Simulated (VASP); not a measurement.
## GaS: core levels with PBE+ULG

Crystal: GaS.

```xyz
8
Lattice="3.6322 0.0000 0.0000 -1.8161 3.1456 0.0000 0.0000 0.0000 15.7040" Properties=species:S:1:pos:R:3 pbc="T T T"
Ga    1.8161    1.0485   13.0343
Ga    0.0000    2.0970    5.1823
Ga    1.8161    1.0485   10.5217
Ga    0.0000    2.0970    2.6697
S     1.8161    1.0485    6.2816
S     0.0000    2.0970   14.1336
S     1.8161    1.0485    1.5704
S     0.0000    2.0970    9.4224
```

The cell isn't the ideal one: volume scaled by 1.04.

```yaml
Program: VASP 6.6.1
Task: core levels
Functional: PBE
Dispersion: ULG
Potentials_or_basis: VASP PAW PBE potentials, release 64 (Ga_d, S)
Cutoff: 520 eV
k_mesh: 9 × 9 × 2
Occupations: fermi-dirac, width 0.02 eV
Spin: no spin polarisation
Further_INCAR_settings: ALGO = Normal; EDIFF = 1e-06
```

```json
{
  "Pressure": "-2.5 GPa",
  "Largest force": "0.258 eV/Å",
  "Band gap on the k mesh": "1.45 eV, direct",
  "Dispersion energy per atom": "-0.260 eV"
}
```

Forces on the atoms (eV/Å):
```
Ga   0.000  0.000 -0.144
Ga   0.000  0.000 -0.144
Ga   0.000  0.000  0.144
Ga   0.000  0.000  0.144
S    0.000  0.000 -0.258
S    0.000  0.000 -0.258
S    0.000  0.000  0.258
S    0.000  0.000  0.258
```

Stress tensor (GPa, compression positive):
```
-2.34  0.00  0.00
 0.00 -2.34  0.00
 0.00  0.00 -2.83
```

Levels at points of the mesh, in eV from the valence-band top:
| k point | band 36 | band 37 | band 38 | band 39 | band 40 | band 41 |
| --- | --- | --- | --- | --- | --- | --- |
| (0.00, 0.00, 0.00) | -1.38 | -1.36 | 0.00 | 1.45 | 2.19 | 2.75 |
| (0.00, 0.00, 0.50) | -1.41 | -0.70 | -0.70 | 1.91 | 1.91 | 2.82 |

Core levels (eV, on the scale of the bands):
| atom | levels |
| --- | --- |
| 1 Ga | 1s -10220.6, 2s -1254.0, 2p -1090.5, 3s -140.0, 3p -90.7 |
| 2 Ga | 1s -10220.6, 2s -1254.0, 2p -1090.5, 3s -140.0, 3p -90.7 |
| 3 Ga | 1s -10220.6, 2s -1254.0, 2p -1090.5, 3s -140.0, 3p -90.7 |
| 4 Ga | 1s -10220.6, 2s -1254.0, 2p -1090.5, 3s -140.0, 3p -90.7 |
| 5 S | 1s -2395.9, 2s -201.9, 2p -146.7 |
| 6 S | 1s -2395.9, 2s -201.9, 2p -146.7 |

It took 2.1 min on 1 thread of Intel(R) Xeon(R) Platinum 8559C (Emerald Rapids) (shared host), peak memory 0.36 GiB.

Caveat: an odd mesh through Γ misses points on the zone boundary, where band edges often lie.
